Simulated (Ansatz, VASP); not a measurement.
## CdS in VASP and in Ansatz

```
Cd S
1.0
     0.00000    2.91650    2.82900
     2.91650    0.00000    2.82900
     2.91650    2.91650    0.00000
Cd S
1 1
Cartesian
  0.0000 0.0000 0.0000
  1.4583 1.4583 1.4145
```

Change from the starting cell: z stretched by -3 %, ions relaxed.

Alike in both runs: functional PBE; k mesh 13 × 13 × 13; occupations fermi-dirac, width 0.02 eV; no spin polarisation.

Ansatz relaxed the structure, and its values are those at the end. VASP's run is a single point on that final structure, the one shown.

```csv
,VASP,Ansatz
version,VASP 6.6.1,Ansatz 0.2.0
potentials or method,"VASP PAW PBE potentials, release 64 (Cd, S)","plane-wave PAW, scalar-relativistic"
plane-wave cutoff (eV),520,420
valence electrons in the cell,18,26
```

```csv
,VASP,Ansatz,Ansatz less VASP
gap on the k mesh at the Fermi level (eV),1.16,1.15,-0.007
pressure (GPa),5.4,5.0,-0.41
```

The two sets of potentials don't hold the same shells in valence. Ansatz warned: «gradients_without_spin_orbit».

Caveats: an odd mesh through Γ misses points on the zone boundary, where band edges often lie.
